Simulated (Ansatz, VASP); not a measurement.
# Two plane-wave programs on BN

The input INCAR:

```
ALGO     = Normal         # electronic algorithm
EDIFF    = 1E-7           # SCF threshold, eV
ENCUT    = 520            # plane-wave cutoff, eV
GGA      = PS             # functional
ISIF     = 2              # what is computed and relaxed
ISMEAR   = 0              # smearing method
LASPH    = T              # aspherical terms in the spheres
LCHARG   = F              # write CHGCAR
LREAL    = F              # projectors in reciprocal space
LWAVE    = F              # write WAVECAR
NBANDS   = 11             # bands
NELM     = 80             # most SCF steps
PREC     = Accurate       # precision mode
SIGMA    = 0.05           # smearing width, eV
```

Contents of KPOINTS:

```
k-points
0
Gamma
  12 12 12
```

POSCAR

```
BN
1.0
    0.0000000000      1.8130010000      1.8130010000
    1.8130010000      0.0000000000      1.8130010000
    1.8130010000      1.8130010000      0.0000000000
B N
1 1
Direct
    0.0000000000      0.0000000000      0.0000000000
    0.7500000000      0.7500000000      0.7500000000
```

Input for Ansatz:

```yaml
crystal:
  lattice:
    - [0.0, 1.813001, 1.813001]
    - [1.813001, 0.0, 1.813001]
    - [1.813001, 1.813001, 0.0]
  atoms:
    - { symbol: B, position: [0.0, 0.0, 0.0] }
    - { symbol: "N", position: [0.75, 0.75, 0.75] }
basis:
  ecutwfc: 420
kpoints:
  mp_grid: { grid: [12, 12, 12] }
hamiltonian:
  xc: pbesol
scf:
  occupations: { method: gaussian, width: 0.05 }
output:
  forces: true
  stress: true
  eigenvalues: true
  write_density: true
  write_potential: true
  elf: true
  volumetric_format: npy
```

The cell is a database's computed one.

Alike in both runs: task single point; functional PBEsol; k mesh 12 × 12 × 12; occupations gaussian, width 0.05 eV; no spin polarisation.

|  | VASP | Ansatz |
| --- | --- | --- |
| version | VASP 6.6.1 | Ansatz 0.2.0 |
| potentials or method | VASP PAW PBE potentials, release 64 (B, N) | scalar-relativistic, plane waves, PAW |
| plane-wave cutoff (eV) | 520 | 420 |
| valence electrons in the cell | 8 | 8 |

```csv
,VASP,Ansatz,Ansatz less VASP
gap on the k mesh at the Fermi level (eV),4.27,4.28,+0.013
least direct gap on the mesh (eV),8.72,8.73,+0.008
pressure (GPa),-5.7,-6.3,-0.56
```

Caveats: the PAW data sets were made with another functional, which shifts forces and pressure a little (VASP). Expect the measured gap to be larger: semilocal functionals such as PBEsol lack the derivative discontinuity. A k mesh can miss the band edges.
